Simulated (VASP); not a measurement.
# WS2 (Tungstenite) (P6_3/mmc) in VASP: electric field gradients with PBEsol

Aim: the electric field gradients of WS2 (Tungstenite) with PBEsol.

Program: VASP 6.6.1. These are calculated values, not measurements. Logs are shortened: lines on timing, memory, paths and dates and some standing lists are left out, and cuts for length are marked.

## 1. The structure

The structure is hexagonal, space group P6_3/mmc (No. 194). Conventional cell: a = 3.180 Å, b = 3.180 Å, c = 12.500 Å, α = 90.00°, β = 90.00°, γ = 120.00°. W (site symmetry -6m2) is surrounded by 6 S at 2.41 Å. Around S (site symmetry 3m) lie 3 W at 2.41 Å.

## 2. Electric field gradients, PBEsol, collinear spin, ferromagnetic start

Input file INCAR:

```
PREC = Accurate
ENCUT = 520
EDIFF = 1E-7
ISMEAR = -1
SIGMA = 0.02
LREAL = F
LASPH = T
NELM = 120
ALGO = Fast
ISIF = 2
LWAVE = F
LCHARG = F
ISPIN = 2
MAGMOM = 2 2 0 0 0 0
LORBIT = 11
LMAXMIX = 4
GGA = PS
LEFG = T
```

Input file KPOINTS:

```
regular mesh
0
Gamma
  8 8 2
```

Input file POSCAR:

```
WS2
1.0
    3.1800000000      0.0000000000      0.0000000000
   -1.5900000000      2.7539607840      0.0000000000
    0.0000000000      0.0000000000     12.5000000000
W S
2 4
Direct
    0.3333333333      0.6666666667      0.2500000000
    0.6666666667      0.3333333333      0.7500000000
    0.3333333333      0.6666666667      0.6250000000
    0.6666666667      0.3333333333      0.1250000000
    0.3333333333      0.6666666667      0.8750000000
    0.6666666667      0.3333333333      0.3750000000
```

Potentials or basis: VASP PAW PBE potentials, release 64 (W_sv, S).

The run is started by

```
$ cat potpaw_PBE.64/W_sv/POTCAR potpaw_PBE.64/S/POTCAR > POTCAR
$ mpirun -np 1 vasp_std > vasp.out
```

OUTCAR:

```text
PREC = Accurate
   ENCUT = 520
   EDIFF = 1E-7
   ISMEAR = -1
   LREAL = F
   LASPH = T
   NELM = 120
   ISIF = 2
   ISPIN = 2
   LORBIT = 11
   GGA = PS

 ion  position               nearest neighbor table
   1  0.333  0.667  0.250-   4 2.41   6 2.41   4 2.41   6 2.41   4 2.41   6 2.41
   2  0.667  0.333  0.750-   3 2.41   5 2.41   3 2.41   5 2.41   3 2.41   5 2.41
   3  0.333  0.667  0.625-   2 2.41   2 2.41   2 2.41
   4  0.667  0.333  0.125-   1 2.41   1 2.41   1 2.41
   5  0.333  0.667  0.875-   2 2.41   2 2.41   2 2.41
   6  0.667  0.333  0.375-   1 2.41   1 2.41   1 2.41

  LATTYP: Found a hexagonal cell.
 ALAT       =     3.1800000000
 C/A-ratio  =     3.9308176101

  Lattice vectors:

 A1 = (   3.1800000000,   0.0000000000,   0.0000000000)
 A2 = (  -1.5900000000,   2.7539607840,   0.0000000000)
 A3 = (   0.0000000000,   0.0000000000,  12.5000000000)

Analysis of symmetry for initial positions (statically):
=====================================================================
 Subroutine PRICEL returns:
 Original cell was already a primitive cell.

 Routine SETGRP: Setting up the symmetry group for a
 hexagonal supercell.

 Subroutine GETGRP returns: Found 24 space group operations
 (whereof 12 operations were pure point group operations)
 out of a pool of 24 trial point group operations.

The static configuration has the point symmetry D_3d.
 The point group associated with its full space group is D_6h.

Analysis of symmetry for dynamics (positions and initial velocities):
=====================================================================
 Subroutine PRICEL returns:
 Original cell was already a primitive cell.

 Routine SETGRP: Setting up the symmetry group for a
 hexagonal supercell.

 Subroutine GETGRP returns: Found 24 space group operations
 (whereof 12 operations were pure point group operations)
 out of a pool of 24 trial point group operations.

The dynamic configuration has the point symmetry D_3d.
 The point group associated with its full space group is D_6h.

Analysis of structural, dynamic, and magnetic symmetry:
=====================================================================
 Subroutine PRICEL returns:
 Original cell was already a primitive cell.

 Routine SETGRP: Setting up the symmetry group for a
 hexagonal supercell.

 Subroutine GETGRP returns: Found 24 space group operations
 (whereof 12 operations were pure point group operations)
 out of a pool of 24 trial point group operations.

The overall configuration has the point symmetry D_3d.
 The point group associated with its full space group is D_6h.

 Subroutine INISYM returns: Found 24 space group operations
 (whereof 12 operations are pure point group operations),
 and found     1 'primitive' translations

----------------------------------------------------------------------------------------

                                     Primitive cell

  volume of cell :     109.4699

  direct lattice vectors                    reciprocal lattice vectors
     3.180000000  0.000000000  0.000000000     0.314465409  0.181556688  0.000000000
    -1.590000000  2.753960784  0.000000000     0.000000000  0.363113377  0.000000000
     0.000000000  0.000000000 12.500000000     0.000000000  0.000000000  0.080000000

  length of vectors
     3.180000000  3.180000000 12.500000000     0.363113377  0.363113377  0.080000000

  position of ions in fractional coordinates (direct lattice)
     0.333333333  0.666666667  0.250000000
     0.666666667  0.333333333  0.750000000
     0.333333333  0.666666667  0.625000000
     0.666666667  0.333333333  0.125000000
     0.333333333  0.666666667  0.875000000
     0.666666667  0.333333333  0.375000000

  ion indices of the primitive-cell ions
   primitive index   ion index
                 1           1
                 2           2
                 3           3
                 4           4
                 5           5
                 6           6

----------------------------------------------------------------------------------------

 KPOINTS: regular mesh

Automatic generation of k-mesh.
 Grid dimensions read from file:
 generate k-points for:    8    8    2

 Generating k-lattice:

  Cartesian coordinates                     Fractional coordinates (reciprocal lattice)
     0.039308176  0.022694586  0.000000000     0.125000000  0.000000000  0.000000000
     0.000000000  0.045389172  0.000000000     0.000000000  0.125000000  0.000000000
     0.000000000  0.000000000  0.040000000     0.000000000  0.000000000  0.500000000

  Length of vectors
     0.045389172  0.045389172  0.040000000

  Shift w.r.t. Gamma in fractional coordinates (k-lattice)
     0.000000000  0.000000000  0.000000000

 Subroutine IBZKPT returns following result:
 ===========================================
[... 46 lines left out ...]
   NSW    =      0    number of steps for IOM
   IBRION =     -1    ionic relax: 0-MD 1-quasi-New 2-CG
   NFREE  =      0    steps in history (QN), initial steepest desc. (CG)
   ISIF   =      2    stress and relaxation
   ISYM   =      2    0-nonsym 1-usesym 2-fastsym
   POTIM  = 0.5000    time-step for ionic-motion
   TEBEG  =    0.0;   TEEND  =   0.0 temperature during run
   PSTRESS=    0.0 pullay stress
   NELECT =      52.0000    total number of electrons
   NUPDOWN=      -1.0000    fix difference up-down
   EMIN   =  10.00;   EMAX   =-10.00  energy-range for DOS
   EFERMI =   0.00;   METHOD = LEGACY
   ISMEAR =    -1;   SIGMA  =   0.02  broadening in eV -4-tet -1-fermi 0-gaus
   EFERMI_NEDOS =   21; number of points for ismear=-14 and -15
   IALGO  =     68    algorithm
   IMIX   =      4    mixing-type and parameters
     AMIX     =   0.40;   BMIX     =  1.00
     AMIX_MAG =   1.60;   BMIX_MAG =  1.00
  volume/ion in A,a.u.               =      18.24       123.12
  Fermi-wavevector in a.u.,A,eV,Ry     =   1.277353  2.413847 22.199688  1.631631
  Thomas-Fermi vector in A             =   2.409958
   LORBIT       =     11    0 simple, 1 ext, 2 COOP (PROOUT), +10 PAW based schemes
   GGA     = PS    functional components
   LHFCALC =     F    Hartree Fock is set to
   AEXX    =    0.0000 exact exchange contribution
   IVDW    =     0    specifies the selected vdW correction
   LEPSILON=     F    determine dielectric tensor
   LRPA    =     F    only Hartree local field effects (RPA)
 spin polarized calculation
 RMM-DIIS sequential band-by-band and
  energy-cutoff  :      520.00
  volume of cell :      109.47
 maximum number of plane-waves:      2966
 NGX is ok and might be reduce to    24
   NGX = 11   NGY = 11   NGZ = 47

 number of electron      52.0000006 magnetization       0.0018980

 number of electron      52.0000006 magnetization      -0.0001773

 Free energy of the ion-electron system (eV)
  ---------------------------------------------------
  ext. energy  EPLUGINS =         0.00000000
  ---------------------------------------------------
  free energy    TOTEN  =       -50.52990910 eV

  energy without entropy =      -50.52990910  energy(sigma->0) =      -50.52990910

 E-fermi :   7.5143     XC(G=0): -10.9463

 val. band max:        7.0232445079   @ k =   0.0000   0.0000   0.0000
 cond. band min:       8.1849891390   @ k =   0.2500   0.1250   0.0000
 fundamental gap:      1.1617446311
 Fermi energy:         7.5142733775

 spin component 1

 k-point     1 :       0.0000    0.0000    0.0000
  band No.  band energies     occupation
      1     -67.5655      1.00000
      2     -67.5655      1.00000
      3     -31.8132      1.00000
      4     -31.8132      1.00000
      5     -31.6571      1.00000
      6     -31.6571      1.00000
[... 709 lines left out ...]
     32      10.2658      0.00000
     33      11.6398      0.00000
 Fermi energy:         7.5142733775

 spin component 2

 k-point     1 :       0.0000    0.0000    0.0000
  band No.  band energies     occupation
      1     -67.5655      1.00000
      2     -67.5655      1.00000
      3     -31.8132      1.00000
      4     -31.8132      1.00000
      5     -31.6571      1.00000
      6     -31.6571      1.00000
[... 709 lines left out ...]
     32      10.2660      0.00000
     33      11.6500      0.00000

------------------------ aborting loop because EDIFF is reached ----------------------------------------

  FORCE on cell =-STRESS in cart. coord.  units (eV):
  Direction    XX          YY          ZZ          XY          YZ          ZX
  --------------------------------------------------------------------------------------
  -------------------------------------------------------------------------------------
  Total       -2.3323178     -2.3323178     -0.6588583      0.0000000      0.0000000      0.0000000
  in kB      -34.1352769    -34.1352769     -9.6429007      0.0000000      0.0000000      0.0000000
  external PRESSURE =     -25.9711515 kB  Pullay stress =       0.0000000 kB

 VOLUME and BASIS-vectors are now :
 -----------------------------------------------------------------------------
  energy-cutoff  :      520.00
  volume of cell :      109.47
      direct lattice vectors                 reciprocal lattice vectors
     3.180000000  0.000000000  0.000000000     0.314465409  0.181556688  0.000000000
    -1.590000000  2.753960784  0.000000000     0.000000000  0.363113377  0.000000000
     0.000000000  0.000000000 12.500000000     0.000000000  0.000000000  0.080000000

 POSITION                                       TOTAL-FORCE (eV/Angst)
 -----------------------------------------------------------------------------------
     -0.00000      1.83597      3.12500        -0.000000     -0.000000      0.000000
      1.59000      0.91799      9.37500         0.000000      0.000000      0.000000
     -0.00000      1.83597      7.81250         0.000000      0.000000      0.132597
      1.59000      0.91799      1.56250         0.000000      0.000000      0.132597
     -0.00000      1.83597     10.93750        -0.000000     -0.000000     -0.132597
      1.59000      0.91799      4.68750         0.000000     -0.000000     -0.132597
 -----------------------------------------------------------------------------------
    total drift:                               -0.000000      0.000000     -0.000000

  FREE ENERGIE OF THE ION-ELECTRON SYSTEM (eV)
  ---------------------------------------------------
  free  energy   TOTEN  =       -50.5299090999 eV

  energy  without entropy=      -50.5299090999  energy(sigma->0) =      -50.52990910

 Electric field gradients (V/A^2)
---------------------------------------------------------------------
 ion       V_xx      V_yy      V_zz      V_xy      V_xz      V_yz
---------------------------------------------------------------------
   1      79.231    79.231  -158.462     0.000     0.000    -0.000
   2      79.231    79.231  -158.462     0.000    -0.000     0.000
   3      23.425    23.425   -46.850     0.001    -0.000     0.000
   4      23.425    23.425   -46.850     0.001     0.000    -0.000
   5      23.425    23.425   -46.850     0.001     0.000    -0.000
   6      23.425    23.425   -46.850     0.001    -0.000     0.000
---------------------------------------------------------------------

 Electric field gradients after diagonalization (V/A^2)
 (convention: |V_zz| > |V_xx| > |V_yy|)
----------------------------------------------------------------------
 ion       V_xx      V_yy      V_zz     asymmetry (V_yy - V_xx)/ V_zz
----------------------------------------------------------------------
   1      79.231    79.231  -158.462       0.000
   2      79.231    79.231  -158.462       0.000
   3      23.426    23.424   -46.850       0.000
   4      23.426    23.424   -46.850       0.000
   5      23.426    23.424   -46.850       0.000
   6      23.426    23.424   -46.850       0.000
----------------------------------------------------------------------

           NMR quadrupolar parameters

 Cq : quadrupolar parameter    Cq=e*Q*V_zz/h
 eta: asymmetry parameters     (V_yy - V_xx)/ V_zz
 Q  : nuclear electric quadrupole moment in mb (millibarn)
----------------------------------------------------------------------
 ion       Cq(MHz)       eta       Q (mb)
----------------------------------------------------------------------
   1      -0.383       0.000       1.000
   2      -0.383       0.000       1.000
   3      -0.113       0.000       1.000
   4      -0.113       0.000       1.000
   5      -0.113       0.000       1.000
   6      -0.113       0.000       1.000
----------------------------------------------------------------------

 total charge

# of ion       s       p       d       tot
------------------------------------------
    1        2.323   6.327   3.390  12.040
    2        2.323   6.327   3.390  12.040
    3        1.352   2.341   0.000   3.693
    4        1.352   2.341   0.000   3.693
    5        1.352   2.341   0.000   3.693
    6        1.352   2.341   0.000   3.693
--------------------------------------------------
tot         10.055  22.017   6.781  38.853

 magnetization (x)

# of ion       s       p       d       tot
------------------------------------------
    1        0.000  -0.000   0.000   0.000
    2        0.000  -0.000   0.000   0.000
    3       -0.000  -0.000   0.000  -0.000
    4       -0.000  -0.000   0.000  -0.000
    5       -0.000  -0.000   0.000  -0.000
    6       -0.000  -0.000   0.000  -0.000
--------------------------------------------------
tot          0.000  -0.000   0.000   0.000
```

Wall time 82 s (1 thread of Intel Xeon 6975P-C (Granite Rapids), shared host); peak memory 0.31 GiB.

What came out:

* Free energy: -50.5299 eV
* Pressure: -2.6 GPa
* Largest force: 0.133 eV/Å
* Band gap on the k mesh: 1.16 eV, indirect (least direct gap 2.18 eV)
* Net moment: 0.00 μB per cell
* Valence electrons inside the program's atomic spheres: W 12.04; S 3.69

Forces on the atoms (eV/Å):
```
W    0.000  0.000  0.000
W    0.000  0.000  0.000
S    0.000  0.000  0.133
S    0.000  0.000  0.133
S    0.000  0.000 -0.133
S    0.000  0.000 -0.133
```

Electric field gradients, principal values (V/Å²):
```tsv
atom	Vxx	Vyy	Vzz
1 W	79.231	79.231	-158.462
2 W	79.231	79.231	-158.462
3 S	23.424	23.426	-46.850
4 S	23.424	23.426	-46.850
5 S	23.424	23.426	-46.850
6 S	23.424	23.426	-46.850
```

Caveat: the PAW data sets were made with another functional, which shifts forces and pressure a little; spin-orbit coupling is left out, which moves the levels of the heavy elements; this functional lacks dispersion, which binds the layers, so the pressure and a relaxed spacing across them are unreliable. A k mesh can miss the band edges.
